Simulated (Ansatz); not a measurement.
## WS2 (P6_3/mmc), work and stress of cleavage

Level of theory: DFT PBE+D3(BJ), scalar-relativistic, plane waves, PAW (Ansatz). The runs took a 420 eV cutoff, a Γ-centred 10×10×3 mesh and Gaussian smearing (0.05 eV). Spin–orbit coupling is left out, which can shift energies with elements as heavy as these. No spin polarisation. Energies are free energies at this smearing, counted from the undisturbed cell; pressure is positive in compression.

The undisturbed cell (relaxed at this level):

```yaml
crystal:
  lattice:
    - [-3.15421, 0.00000, 0.00000]
    - [-1.57710, -2.73162, 0.00000]
    - [0.00000, 0.00000, 12.13991]
  atoms:
    - { symbol: W, position: [0.33333, 0.33333, 0.25000] }
    - { symbol: W, position: [0.66667, 0.66667, 0.75000] }
    - { symbol: S, position: [0.33333, 0.33333, 0.62029] }
    - { symbol: S, position: [0.66667, 0.66667, 0.12029] }
    - { symbol: S, position: [0.33333, 0.33333, 0.87971] }
    - { symbol: S, position: [0.66667, 0.66667, 0.37971] }
```

The cut lies on the cell's a–b face, a (0 0 1) plane (indices in the standard cell, whose axes needn't be the Cartesian ones shown) of area 8.62 Å², between layers 2.92 Å apart. Vector c is lengthened by d along the normal with the atoms' Cartesian places fixed: one unrelaxed cut a cell. The traction is positive where the two halves pull on each other.

| d (Å) | energy (J/m²) | traction (GPa) |
| --- | --- | --- |
| -0.30 | 0.071 | -5.58 |
| -0.15 | 0.015 | -2.16 |
| 0.00 | 0.000 | 0.00 |
| 0.25 | 0.027 | 1.86 |
| 0.50 | 0.083 | 2.50 |
| 0.75 | 0.147 | 2.55 |
| 1.00 | 0.209 | 2.35 |
| 1.50 | 0.312 | 1.76 |
| 2.00 | 0.386 | 1.24 |
| 3.00 | 0.474 | 0.60 |
| 4.50 | 0.531 | 0.23 |
| 6.00 | 0.556 | 0.11 |

Question: What are the work of separation and the cleavage stress, and do they fit the universal binding curve?

Answer: The energy levels off near W ≈ 0.556 J/m² (the traction is down to 0.11 GPa), the energy of the two unrelaxed faces, 0.278 J/m² each on average. The largest sampled traction is 2.55 GPa at d = 0.75 Å, and a parabola through it and its two neighbours peaks at σ_max ≈ 2.56 GPa, d ≈ 0.68 Å. The curve E = W[1 − (1 + d/ℓ)exp(−d/ℓ)] peaks in traction at d = ℓ with σ_max = W/(eℓ); with 1 J/m² per Å = 10 GPa this W and σ_max give ℓ = 0.80 Å. A parabola through that curve at the same three d peaks at 0.82 Å, against 0.68 Å here, so the traction peaks closer in than on that curve. Real crystals break at far lower stress, because cracks concentrate it, and on the plane of lowest W, which needn't be this one.

The cut is rigid; relaxing the faces lowers these energies and usually the stresses.

Cost: 12 runs of about 1.6 core-minutes in all, on Arm Neoverse V2 (shared hosts).